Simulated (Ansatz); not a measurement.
# LiF: the cost of one run

Program: Ansatz 0.2.0. Level of theory: DFT PBE, scalar-relativistic, plane waves, PAW. These are calculated values, not measurements.

1 further run of the same task is left out (set aside as unsound or not needed).

## 1. The structure to begin with

The structure is cubic, space group Fm-3m (No. 225). Conventional cell: a = 4.068 Å, b = 4.068 Å, c = 4.068 Å, α = 90.00°, β = 90.00°, γ = 90.00°. Li (site symmetry m-3m) is surrounded by 6 F at 2.03 Å. Around F (site symmetry m-3m) lie 6 Li at 2.03 Å.

Structure file:

```xyz
2
Lattice="0.0000 2.0340 2.0340 2.0340 0.0000 2.0340 2.0340 2.0340 0.0000" Properties=species:S:1:pos:R:3 pbc="T T T"
Li    0.0000    0.0000    0.0000
F     2.0340    2.0340    2.0340
```

It is the end of an earlier relaxation with the same method, from a generated guess; it needn't be the stable form of this composition. At a tolerance of 0.02 Å it has space group Fm-3m (No. 225); it has 8.42 Å³/atom, an uncorrected energy of -2.95 eV/atom over the elements.

## 2. Bands, states and charges

input.yaml

```yaml
crystal:
  lattice:
    - [0.0, 2.0340099532, 2.0340099532]
    - [2.0340099532, 0.0, 2.0340099532]
    - [2.0340099532, 2.0340099532, 0.0]
  atoms:
    - { symbol: Li, position: [0.0, 0.0, 0.0] }
    - { symbol: F, position: [0.5, 0.5, 0.5] }
basis:
  ecutwfc: 420
kpoints:
  mp_grid: { grid: [10, 10, 10] }
  band_path:
    path:
      - [[0.0, 0.0, 0.0], [0.5, 0.0, 0.5], [0.625, 0.25, 0.625]]
      - [[0.375, 0.375, 0.75], [0.0, 0.0, 0.0], [0.5, 0.5, 0.5], [0.5, 0.25, 0.75], [0.5, 0.0, 0.5]]
    npoints: 14
hamiltonian:
  xc: pbe
scf:
  occupations: { method: gaussian, width: 0.02 }
  n_extra_bands: 6
output:
  forces: true
  stress: true
  eigenvalues: true
  populations: true
  dos: { projected: true, de: 0.02, nscf_kmesh: { grid: [15, 15, 15] } }
  bader: true
  write_density: true
  write_potential: true
  elf: true
  volumetric_format: npy
```

Run with:

```sh
$ ansatz run input.yaml --threads 1 --pin off --max-ram 2560MiB --backend cpu --events-out ev --progress --plain --runs-dir out
```

What time and memory should one allow on 1 thread of Arm Neoverse V2, shared host?

About 7.3 s, with a peak of 0.26 GiB.
